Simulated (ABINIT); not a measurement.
**BN in ABINIT: convergence with cutoff**

Input of the first run (cutoff 10.5 Ha); the others differ in this setting and in those tied to it:

File run.abi:

```
# Pseudopotentials
pp_dirpath "./"
pseudos "N.LDA_PW-JTH.xml, B.LDA_PW-JTH.xml"

# Structure
acell 3*1.0 Angstrom
rprim
     0.0000000000     1.8130010000     1.8130010000
     1.8130010000     0.0000000000     1.8130010000
     1.8130010000     1.8130010000     0.0000000000
ntypat 2
znucl 7 5
natom 2
typat 1 2
xred
     0.2500000000     0.2500000000     0.2500000000
     0.0000000000     0.0000000000     0.0000000000

# Plane-wave basis
ecut 10.5
pawecutdg 63.6

# k points
kptopt 1
ngkpt 13 13 13
nshiftk 1
shiftk 0.0 0.0 0.0

# Exchange and correlation
ixc 7

# Bands and occupations
nband 8
occopt 6
tsmear 0.1 eV

# SCF cycle
nstep 100
tolvrs 1.0e-9

# Output
iomode 3
prtwf 0
prtden 0
prteig 0
prtebands 0
```

Potentials or basis: JTH PAW LDA v2.0.

Command:

```console
$ abinit run.abi > log 2>&1
```

The cell is a database's computed one.

Hardware: 1 thread of Arm Neoverse V1, with other jobs on the host.

```tsv
cutoff	energy less the tightest run (meV/atom)	gap on the mesh (eV)	SCF cycles	CPU time (s)	peak memory (GiB)
10.5 Ha	1677.53	4.153	10	3.4	0.06
13 Ha	763.29	4.236	10	3.6	0.06
15.5 Ha	297.33	4.426	10	4.9	0.07
18 Ha	107.51	4.391	9	5.3	0.07
22 Ha	20.38	4.413	11	9.6	0.07
26 Ha	7.45	4.411	10	9.6	0.08
30 Ha	6.86	4.411	10	10	0.08
35 Ha	4.11	4.413	10	14	0.07
41.5 Ha	0.00	4.413	10	19	0.09
```

Against the tightest run, the gap on the mesh stays within 0.01 eV from 22 Ha on. Not settled before the last step: the energy (to 1 meV/atom). The tightest run that finished is the yardstick and may itself not be fully converged.

Caveat, for the tightest run too: an odd mesh through Γ misses points on the zone boundary, where band edges often lie.
